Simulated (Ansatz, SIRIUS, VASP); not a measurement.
# Al and the functional, program beside program

It takes space group Fm-3m (No. 225, cubic). Conventional cell: a = 4.050 Å, b = 4.050 Å, c = 4.050 Å, α = 90.00°, β = 90.00°, γ = 90.00°. Al (site symmetry m-3m) has 12 Al at 2.86 Å as nearest neighbours.

Kept alike: task band structure; k mesh 11 × 11 × 11; occupations fermi-dirac, width 0.05 eV; no spin polarisation. The mesh is that of the run's cell of 1 atom. No spin-orbit coupling.

- A: Ansatz, Ansatz PAW, made for PBE, cutoff 420 eV
- B: SIRIUS, PseudoDojo 0.4.1 PBE standard (scalar relativistic), made for PBE, cutoff 557 eV
- C: VASP; LDA PAW files Al, 520 eV (LDA); PBE PAW files Al, 520 eV (PBE, PBEsol, RPBE)

| functional | A: pressure (GPa) | B: pressure (GPa) | C: pressure (GPa) |
| --- | --- | --- | --- |
| LDA | -3.66 | -1.13 | -3.61 |
| PBE | -0.42 | -0.66 | -0.46 |
| PBEsol | -1.93 | -1.49 | -1.87 |
| RPBE | 1.03 | -0.55 | 0.83 |

Pressure is positive in compression; plane-wave values hold the error of the finite cutoff, which Ansatz corrects. Values on potentials made for another functional: some of A; some of B; some of C. For a metal such a mesh leaves the last digits unconverged.

Task: How large is the effect of the functional, and do the programs agree on it?

Result: From LDA to RPBE the pressure moves by +4.69 in A, +0.58 in B, +4.44 in C (GPa). Row by row the programs differ by 0.24 to 2.53, and the shifts point the same way but differ by 88 % of the larger. Shifts from LDA: PBE +3.24, +0.47, +3.15; PBEsol +1.73, -0.36, +1.74; RPBE +4.69, +0.58, +4.44; the programs' shifts differ by up to 4.11, some in sign.

At this fixed cell, A and C give the familiar order of functionals. LDA overbinds and pulls the lattice inward most strongly, PBEsol less so, and PBE comes close to balance, while RPBE pushes outward. Gradient corrections favour inhomogeneous densities and so weaken cohesion; PBEsol tempers this exchange enhancement and RPBE strengthens it. Even in a nearly free-electron metal, much of the effect arises where the valence density overlaps the outer core, not in the smooth interstitial region.

B departs from this picture: it places PBEsol below LDA and keeps RPBE under tension, although its PBE pressure lies close to the others. This suggests that its fixed pseudopotential retains much of the PBE core-valence interaction, whereas PAW can re-evaluate exchange and correlation near the nucleus. B's small spread is therefore no evidence that aluminium is insensitive to the functional. Nor does a pressure near zero by itself identify the best functional, since zero-point and thermal expansion also enter the measured lattice constant.
